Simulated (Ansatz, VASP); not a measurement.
## One calculation of KF, two programs

The input INCAR:

```
ALGO     = Normal         # electronic algorithm
EDIFF    = 1E-7           # SCF threshold, eV
ENCUT    = 520            # plane-wave cutoff, eV
ISIF     = 2              # what is computed and relaxed
ISMEAR   = 0              # smearing method
LASPH    = True           # aspherical terms in the spheres
LCHARG   = False          # write CHGCAR
LREAL    = False          # projectors in reciprocal space
LWAVE    = False          # write WAVECAR
NBANDS   = 15             # bands
NELM     = 60             # most SCF steps
PREC     = Accurate       # precision mode
SIGMA    = 0.05           # smearing width, eV
```

The input KPOINTS:

```
k-points
0
Gamma
  8 8 8
```

The input POSCAR:

```
KF
1.0
    0.0000000000      2.5398250000      2.7403375000
    2.5398250000      0.0000000000      2.7403375000
    2.5398250000      2.5398250000      0.0000000000
K F
1 1
Direct
    0.0000000000      0.0000000000      0.0000000000
    0.5000000000      0.5000000000      0.5000000000
```

Input for Ansatz:

```yaml
crystal:
  lattice:
    - [0.0, 2.539825, 2.7403375]
    - [2.539825, 0.0, 2.7403375]
    - [2.539825, 2.539825, 0.0]
  atoms:
    - { symbol: K, position: [0.0, 0.0, 0.0] }
    - { symbol: F, position: [0.5, 0.5, 0.5] }
basis:
  ecutwfc: 420
kpoints:
  mp_grid: { grid: [8, 8, 8] }
hamiltonian:
  xc: lda
scf:
  occupations: { method: gaussian, width: 0.05 }
output:
  forces: true
  stress: true
  eigenvalues: true
```

Change from the starting cell: strain -0.050 along x and y, +0.025 along z, atoms carried along.

Alike in both runs: task single point; functional LDA; k mesh 8 × 8 × 8; occupations gaussian, width 0.05 eV; no spin polarisation.

```csv
,VASP,Ansatz
version,VASP 6.6.1,Ansatz 0.2.0
potentials or method,"VASP PAW LDA potentials, release 64 (K_sv, F)","scalar-relativistic, plane waves, PAW"
plane-wave cutoff (eV),520,420
valence electrons in the cell,16,16
```

|  | VASP | Ansatz | Ansatz less VASP |
| --- | --- | --- | --- |
| gap on the k mesh at the Fermi level (eV) | 6.10 | 6.12 | +0.021 |
| least direct gap on the mesh (eV) | 6.10 | 6.12 | +0.021 |
| pressure (GPa) | -0.3 | -0.5 | -0.22 |
| largest component of the traceless stress (GPa) | 3.18 | 3.01 | -0.171 |

A k mesh can miss the band edges.
